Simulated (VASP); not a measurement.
Ru:

```
Ru
1.0
     2.70580    0.00000    0.00000
    -1.35290    2.34329    0.00000
     0.00000    0.00000    4.28190
Ru
2
Direct
  0.66667 0.33333 0.75000
  0.33333 0.66667 0.25000
```

```yaml
Program: VASP 6.6.1
Task: relaxation of cell and atoms
Functional: revPBE
Potentials_or_basis: VASP PAW PBE potentials, release 64 (Ru_pv)
Cutoff: 600 eV
k_mesh: 11 × 11 × 6
Occupations: fermi-dirac, width 0.05 eV
Spin: no spin polarisation
```

At the start: pressure 7.7 GPa; volume 13.57 Å³/atom.

Problem. How do energy, volume and symmetry change on relaxing?

Solution. Over 5 steps the energy falls by 7.7 meV/atom and the volume is 13.90 Å³/atom (+2.4 %); space group P6_3/mmc (No. 194, to 0.05 Å).

The path:
```csv
step,energy change (eV),largest force (eV/Å),pressure (GPa),volume (Å³)
1,0.0000,0.0000,7.66,27.15
2,0.0996,0.0000,-17.39,29.78
3,-0.0153,0.0000,-0.20,27.82
4,-0.0153,0.0000,0.01,27.81
5,-0.0153,0.0000,0.00,27.81
```

Final structure:
```cif
data_structure
_symmetry_space_group_name_H-M 'P 1'
_symmetry_Int_Tables_number 1
_cell_length_a 2.7289
_cell_length_b 2.7289
_cell_length_c 4.3120
_cell_angle_alpha 90.000
_cell_angle_beta 90.000
_cell_angle_gamma 120.000
_cell_volume 27.81
loop_
_atom_site_label
_atom_site_type_symbol
_atom_site_fract_x
_atom_site_fract_y
_atom_site_fract_z
_atom_site_occupancy
Ru1 Ru 0.66667 0.33333 0.75000 1
Ru2 Ru 0.33333 0.66667 0.25000 1
```

Caveat: the PAW data sets were made with another functional, which shifts forces and pressure a little.
